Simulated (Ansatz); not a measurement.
## Rb: one input, then a changed one

The cell was built from the sc type and relaxed in the same program; it needn't be a known or the stable phase. The listed cell was then made from it by scaling, straining or moving an atom.

First run: DFT, PBE, PAW with Ansatz's default frozen-core files, scalar-relativistic (Ansatz 0.2.0).

Command: `ansatz run input.yaml --threads 1 --pin off --max-ram 2048MiB --backend cpu --events-out ev --progress --plain --runs-dir out` The run took 6.5 s on 1 thread of Arm Neoverse N1 (shared host).

```yaml
crystal:
  lattice:
    - [4.5936294374, 0.0, 0.0]
    - [0.0, 4.5936294374, 0.0]
    - [0.0, 0.0, 4.5936294374]
  atoms:
    - { symbol: Rb, position: [0.0, 0.0, 0.0] }
kpoints:
  mp_grid: { grid: [10, 10, 10] }
scf:
  occupations: { method: fermi_dirac, width: 0.08 }
hamiltonian:
  xc: pbe
  pseudopotentials: { kind: paw }
output:
  forces: true
  stress: true
  eigenvalues: true
  efg: { contact_densities: true }
  write_density: true
  write_potential: true
  elf: true
  volumetric_format: npy
```

Result: converged; pressure 0.05 GPa; 6 SCF iterations.

The input is then changed:

```diff
@@ -11,5 +11,5 @@
   occupations: { method: fermi_dirac, width: 0.08 }
 hamiltonian:
-  xc: pbe
+  xc: lda
   pseudopotentials: { kind: paw }
 output:
```

(1) What does the second run give?

Results:

(1) It converged; pressure -0.30 GPa; 6 SCF iterations.
